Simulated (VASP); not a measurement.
# Re (Fm-3m) in VASP: a series of runs

The runs below take Re through single point, with PBE, PBEsol.

Everything below comes from runs of VASP 6.6.1. Logs are shortened: lines on timing, memory, paths and dates and some standing lists are left out, and cuts for length are marked.

## 1. The structure

The structure is cubic, space group Fm-3m (No. 225). Conventional cell: a = 3.950 Å, b = 3.950 Å, c = 3.950 Å, α = 90.00°, β = 90.00°, γ = 90.00°. Around Re (site symmetry m-3m) lie 12 Re at 2.79 Å.

This isn't the form of Re at room conditions, which is hcp.

## 2. Single point, PBE, non-collinear spin, zero start, spin-orbit coupling

The input, INCAR:

```
ALGO     = Fast           # electronic algorithm
EDIFF    = 1E-7           # SCF threshold, eV
ENCUT    = 520            # plane-wave cutoff, eV
GGA      = PE             # functional
GGA_COMPAT= False        
ISIF     = 2              # what is computed and relaxed
ISMEAR   = -1             # smearing method
LASPH    = True           # aspherical terms in the spheres
LCHARG   = False          # write CHGCAR
LMAXMIX  = 4              # l up to which the mixer works
LORBIT   = 11             # projections on sites
LORBMOM  = True         
LREAL    = False          # projectors in reciprocal space
LSORBIT  = True           # spin-orbit coupling
LWAVE    = False          # write WAVECAR
MAGMOM   = 0 0 0          # initial moments
NBANDS   = 18             # bands
NELM     = 150            # most SCF steps
PREC     = Accurate       # precision mode
SIGMA    = 0.05           # smearing width, eV
```

The input, KPOINTS:

```
k-points
0
Gamma
  14 14 14
```

The input, POSCAR:

```
Re
1.0
    0.0000000000      1.9750000000      1.9750000000
    1.9750000000      0.0000000000      1.9750000000
    1.9750000000      1.9750000000      0.0000000000
Re
1
Direct
    0.0000000000      0.0000000000      0.0000000000
```

Potentials or basis: VASP PAW PBE potentials, release 64 (Re).

Started as:

```
cat potpaw_PBE.64/Re/POTCAR > POTCAR
mpirun -np 1 vasp_ncl > vasp.out
```

OUTCAR:

```text
EDIFF = 1E-7
   ENCUT = 520
   GGA = PE
   ISIF = 2
   ISMEAR = -1
   LASPH = True
   LORBIT = 11
   LREAL = False
   LSORBIT = True
   NELM = 150
   PREC = Accurate

 ion  position               nearest neighbor table
   1  0.000  0.000  0.000-

  LATTYP: Found a face centered cubic cell.
 ALAT       =     3.9500000000

  Lattice vectors:

 A1 = (   0.0000000000,   1.9750000000,   1.9750000000)
 A2 = (   1.9750000000,   0.0000000000,   1.9750000000)
 A3 = (   1.9750000000,   1.9750000000,   0.0000000000)

Analysis of symmetry for initial positions (statically):
=====================================================================
 Subroutine PRICEL returns:
 Original cell was already a primitive cell.

 Routine SETGRP: Setting up the symmetry group for a
 face centered cubic supercell.

 Subroutine GETGRP returns: Found 48 space group operations
 (whereof 48 operations were pure point group operations)
 out of a pool of 48 trial point group operations.

The static configuration has the point symmetry O_h .

Analysis of symmetry for dynamics (positions and initial velocities):
=====================================================================
 Subroutine PRICEL returns:
 Original cell was already a primitive cell.

 Routine SETGRP: Setting up the symmetry group for a
 face centered cubic supercell.

 Subroutine GETGRP returns: Found 48 space group operations
 (whereof 48 operations were pure point group operations)
 out of a pool of 48 trial point group operations.

The dynamic configuration has the point symmetry O_h .

Analysis of structural, dynamic, and magnetic symmetry:
=====================================================================
 Subroutine PRICEL returns:
 Original cell was already a primitive cell.

 Routine SETGRP: Setting up the symmetry group for a
 face centered cubic supercell.

 Subroutine GETGRP returns: Found 48 space group operations
 (whereof 48 operations were pure point group operations)
 out of a pool of 48 trial point group operations.

The overall configuration has the point symmetry O_h .

 Subroutine INISYM returns: Found 48 space group operations
 (whereof 48 operations are pure point group operations),
 and found     1 'primitive' translations

[... 153 lines left out ...]

 k-point     1 :       0.0000    0.0000    0.0000
  band No.  band energies     occupation
      1      -2.2145      1.00000
      2      -2.2145      1.00000
      3       5.5558      1.00000
      4       5.5558      1.00000
      5       5.5558      1.00000
      6       5.5558      1.00000
[... 481 lines left out ...]
      5       5.9072      1.00000
      6       5.9072      1.00000
[... 10 lines left out ...]
     17      27.5444      0.00000
     18      27.6004      0.00000

 [... further k-points ...]

------------------------ aborting loop because EDIFF is reached ----------------------------------------

  FORCE on cell =-STRESS in cart. coord.  units (eV):
  Direction    XX          YY          ZZ          XY          YZ          ZX
  --------------------------------------------------------------------------------------
  -------------------------------------------------------------------------------------
  Total       -0.8674724     -0.8674724     -0.8674724      0.0000000     -0.0000000      0.0000000
  in kB      -90.2058997    -90.2058997    -90.2058997      0.0000000     -0.0000000      0.0000000
  external PRESSURE =     -90.2058997 kB  Pullay stress =       0.0000000 kB

 VOLUME and BASIS-vectors are now :
 -----------------------------------------------------------------------------
  energy-cutoff  :      520.00
  volume of cell :       15.41
      direct lattice vectors                 reciprocal lattice vectors
     0.000000000  1.975000000  1.975000000    -0.253164557  0.253164557  0.253164557
     1.975000000  0.000000000  1.975000000     0.253164557 -0.253164557  0.253164557
     1.975000000  1.975000000  0.000000000     0.253164557  0.253164557 -0.253164557

 POSITION                                       TOTAL-FORCE (eV/Angst)
 -----------------------------------------------------------------------------------
      0.00000      0.00000      0.00000         0.000000      0.000000      0.000000
 -----------------------------------------------------------------------------------
    total drift:                               -0.000000      0.000000      0.000000

  FREE ENERGIE OF THE ION-ELECTRON SYSTEM (eV)
  ---------------------------------------------------
  free  energy   TOTEN  =       -12.6749208160 eV

  energy  without entropy=      -12.6664889832  energy(sigma->0) =      -12.67070490

 orbital moment (x)

 # of ion     p       d       tot
 ----------------------------------------
  1        -0.000  -0.000  -0.000
 ----------------------------------------
           -0.000  -0.000  -0.000

 orbital moment (y)

 # of ion     p       d       tot
 ----------------------------------------
  1         0.000   0.000   0.000
 ----------------------------------------
            0.000   0.000   0.000

 orbital moment (z)

 # of ion     p       d       tot
 ----------------------------------------
  1        -0.000   0.000  -0.000
 ----------------------------------------
           -0.000   0.000  -0.000

 Spin-Orbit-Coupling matrix elements

 Ion:    1  E_soc:     -0.6622690
 l=   1
     0.0000000    -0.0405128    -0.0405128
    -0.0405128     0.0000000    -0.0405128
    -0.0405128    -0.0405128     0.0000000
 l=   2
     0.0000000    -0.0133179     0.0000000    -0.0133179    -0.0565474
    -0.0133179     0.0000000    -0.0424106    -0.0133179    -0.0141369
     0.0000000    -0.0424106     0.0000000    -0.0424106     0.0000000
    -0.0133179    -0.0133179    -0.0424106     0.0000000    -0.0141369
    -0.0565474    -0.0141369     0.0000000    -0.0141369     0.0000000
 l=   3
     0.0000000     0.0000000     0.0000000     0.0000000     0.0000000     0.0000000     0.0000000
     0.0000000     0.0000000     0.0000000     0.0000000     0.0000000     0.0000000     0.0000000
     0.0000000     0.0000000     0.0000000     0.0000000     0.0000000     0.0000000     0.0000000
     0.0000000     0.0000000     0.0000000     0.0000000     0.0000000     0.0000000     0.0000000
     0.0000000     0.0000000     0.0000000     0.0000000     0.0000000     0.0000000     0.0000000
     0.0000000     0.0000000     0.0000000     0.0000000     0.0000000     0.0000000     0.0000000
     0.0000000     0.0000000     0.0000000     0.0000000     0.0000000     0.0000000     0.0000000

 total charge

# of ion       s       p       d       tot
------------------------------------------
    1        0.600   0.652   4.721   5.974

 magnetization (x)

# of ion       s       p       d       tot
------------------------------------------
    1       -0.000  -0.000   0.000  -0.000

 magnetization (y)

# of ion       s       p       d       tot
------------------------------------------
    1        0.000   0.000   0.000   0.000

 magnetization (z)

# of ion       s       p       d       tot
------------------------------------------
    1       -0.000  -0.000   0.000  -0.000
```

It took 2.9 min on 1 thread of Intel Xeon Platinum 8375C at 2.90GHz (Ice Lake), shared host; peak memory 0.22 GiB.

What came out:

```yaml
Free_energy: -12.6749 eV
Pressure: -9.0 GPa
Net_moment: 0.00 μB per cell
Valence_electrons_inside_the_program's_atomic_spheres: Re 5.97
```

Moments on the atoms (μB; x, y, z):
```
Re  0.00 0.00 0.00
```

## 3. Single point, PBEsol (functional pbesol, volume scaled by 0.96)

The input, INCAR:

```
SYSTEM = Re
ALGO = Normal ; EDIFF = 1E-6
ENCUT = 520 ; GGA = PS
ISIF = 2 ; ISMEAR = -1
LASPH = .True. ; LCHARG = .False.
LREAL = .False. ; LWAVE = .False.
NBANDS = 10 ; NELM = 100
PREC = Accurate ; SIGMA = 0.05
```

The input, KPOINTS:

```
k-points
0
Gamma
  14 14 14
  0 0 0
```

The input, POSCAR:

```
Re
1.0
    0.0000000000      1.9483075387      1.9483075387
    1.9483075387      0.0000000000      1.9483075387
    1.9483075387      1.9483075387      0.0000000000
Re
1
Direct
    0.0000000000      0.0000000000      0.0000000000
```

Potentials or basis: VASP PAW PBE potentials, release 64 (Re).

Started as:

```
cat potpaw_PBE.64/Re/POTCAR > POTCAR
mpirun -np 1 vasp_std > vasp.out
```

Wall time 16 s (1 thread of Intel Xeon Platinum 8375C at 2.90GHz (Ice Lake), shared host); peak memory 0.14 GiB.

The run converged. Its results:

* Free energy: -13.2974 eV
* Pressure: -5.0 GPa
* Band gap on the k mesh: none (metal or under the smearing width)

Levels at points of the mesh, in eV from the Fermi level:
| k point | band 1 | band 2 | band 3 | band 4 | band 5 | band 6 | band 7 | band 8 | band 9 |
| --- | --- | --- | --- | --- | --- | --- | --- | --- | --- |
| (0.00, 0.00, 0.00) | -10.12 | -1.89 | -1.89 | -1.89 | 1.27 | 1.27 | 13.95 | 19.56 | 19.56 |
| (0.50, 0.00, 0.00) | -6.85 | -2.11 | -2.11 | 0.22 | 3.82 | 3.82 | 9.89 | 13.44 | 20.08 |
| (0.50, 0.50, 0.00) | -6.79 | -5.92 | 2.79 | 3.76 | 4.57 | 4.57 | 12.25 | 12.25 | 12.93 |

Caveat: the PAW data sets were made with another functional, which shifts forces and pressure a little. The run has no spin-orbit coupling, so splittings on Re are missing.

## 4. Single point, PBE

The input, INCAR:

```
  ALGO = Normal
  EDIFF = 1E-6
  ENCUT = 520
  GGA = PE
  ISIF = 2
  ISMEAR = -1
  LASPH = T
  LCHARG = T
  LELF = T
  LREAL = F
  LVHAR = T
  LWAVE = F
  NBANDS = 10
  NELM = 80
  PREC = Accurate
  SIGMA = 0.05
```

The input, KPOINTS:

```
k-points
0
Gamma
  14 14 14
```

The input, POSCAR:

```
Re
1.0
    0.0000000000      1.9750000000      1.9750000000
    1.9750000000      0.0000000000      1.9750000000
    1.9750000000      1.9750000000      0.0000000000
Re
1
Direct
    0.0000000000      0.0000000000      0.0000000000
```

Started as:

```
cat potpaw_PBE.64/Re/POTCAR > POTCAR
mpirun -np 1 vasp_std > vasp.out
```

Wall time 15 s (1 thread of Intel Xeon Platinum 8259CL at 2.50GHz (Skylake/Cascade Lake), shared host); peak memory 0.15 GiB.

The run converged. Its results:

```yaml
Free_energy: -12.3478 eV
Pressure: -9.8 GPa
Band_gap_on_the_k_mesh: none (metal or under the smearing width)
```

Levels at points of the mesh, in eV from the Fermi level:
```csv
k point,band 1,band 2,band 3,band 4,band 5,band 6,band 7,band 8,band 9
"(0.00, 0.00, 0.00)",-9.80,-1.78,-1.78,-1.78,1.19,1.19,13.88,19.27,19.27
"(0.50, 0.00, 0.00)",-6.54,-1.97,-1.97,0.16,3.56,3.56,9.32,13.37,19.60
"(0.50, 0.50, 0.00)",-6.42,-5.59,2.62,3.51,4.26,4.26,11.92,11.92,12.23
```

The run has no spin-orbit coupling, so splittings on Re are missing.

## 5. Summary

| level | spin | cell | gap on the mesh (eV) | pressure (GPa) |
| --- | --- | --- | --- | --- |
| PBE | non-collinear, zero start, SOC | as given | - | -9.0 |
| PBEsol | off | functional pbesol, volume scaled by 0.96 | none | -5.0 |
| PBE | off | as given | none | -9.8 |

Alike in all rows: task single point; potentials or basis VASP PAW PBE potentials, release 64 (Re); k mesh 14 × 14 × 14; cutoff (eV) 520; smearing fermi-dirac 0.05 eV.

Caveats: the PAW data sets were made with another functional, which shifts forces and pressure a little (some runs).

Absolute energies hang on the potentials; compare differences alone.
